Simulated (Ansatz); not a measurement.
## MoS2 under changes of volume

One of the cells (31.721 Å³/atom); the others are scaled copies at fixed shape and fractional positions:

```xyz
6
Lattice="3.1845 0.0000 0.0000 -1.5923 2.7579 0.0000 0.0000 0.0000 21.6705" Properties=species:S:1:pos:R:3 pbc="T T T"
Mo    0.0000    1.8386   18.4451
Mo    1.5923    0.9193    3.2254
S     1.5923    0.9193   16.8949
S     0.0000    1.8386    1.6741
S     1.5923    0.9193   19.9965
S     0.0000    1.8386    4.7756
```

| Item | Value |
| --- | --- |
| Program | Ansatz 0.2.0 |
| Functional | PBE |
| Potentials or basis | Ansatz PAW |
| Cutoff | 420 eV (not typed: the program's choice for these potentials) |
| k mesh | 10 × 10 × 2 |
| Occupations | fermi-dirac, width 0.05 eV |
| Spin | no spin polarisation |

```csv
volume (Å³/atom),energy over the lowest point (meV/atom),gap on the mesh (eV),largest force (eV/Å)
29.817,42.51,1.48,1.364
30.452,20.37,1.44,0.957
31.086,6.48,1.41,0.581
31.721,0.00,1.38,0.234
32.355,0.17,1.35,0.141
32.990,6.31,1.33,0.433
33.624,?,?,?
```

Q: What does the run at 33.624 Å³/atom give?

A: Energy over the lowest point 17.81 meV/atom; gap on the mesh 1.30 eV; largest force 0.703 eV/Å.

Worked out: A Birch-Murnaghan fit of order 3 (a polynomial in V^(-2/3)) to the other rows has its minimum at 32.02 Å³/atom with B0 = V·E''(V) = 80 GPa and B' = 4.4 at fixed shape and positions, which overstates the stiffness. It gives 17.81 meV/atom at 33.624 Å³/atom, against the run's 17.81. A straight line through the other rows of the gap, of slope -1.49 eV per unit of ln V, extrapolates to 1.30 eV, against the run's 1.30.

Energies are extrapolated to zero smearing.

A mesh can miss the band edges. Spin-orbit coupling on Mo is left out.
